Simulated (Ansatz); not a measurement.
## BP: energy along a strain

BP, F-43m, a = 4.548 Å. Ansatz: PBE, PAW, 420 eV, Γ-centred 10×10×10 mesh on 2 atoms, Gaussian smearing 0.05 eV; no spin polarisation. Cell vectors (Å): 0.000 2.274 2.274; 2.274 0.000 2.274; 2.274 2.274 0.000. The cell is strained by x per cent times the pattern (0 1 0 0 0 0) in the order xx yy zz yz xz xy (engineering shears), with fractional coordinates held. y is the free energy over the start, V0 = 11.761 Å³/atom.

| x (%) | y (meV/atom) |
| --- | --- |
| -4.00 | ? |
| -3.00 | 11.49 |
| -2.00 | 5.08 |
| -1.00 | 1.26 |
| 0.00 | 0.00 |
| 1.00 | 1.22 |
| 2.00 | 4.89 |
| 3.00 | 10.93 |
| 3.50 | 14.83 |
| 4.00 | 19.31 |

**Question.** Fit y = c2 x² + c3 x³ to the other rows, get the stiffness along the pattern, and predict the missing energy.

**Answer.** Least squares on the rows shown. y = 1.2464 x² − 0.010096 x³. The clamped-ion stiffness p·C·p = 2 × 12.46 eV × 160.2 / 11.761 Å³ = 340 GPa, which is C22 in these axes (C11 of the cubic crystal). At x = -4.00 the fit asked for gives 20.59 meV/atom. The run gave 20.54 meV/atom, so the fit is 0.05 meV/atom too high, a small miss on the scale of the series.

Cost: 10 runs of about 0.33 core-minutes in all, on Arm Neoverse V2 (shared hosts).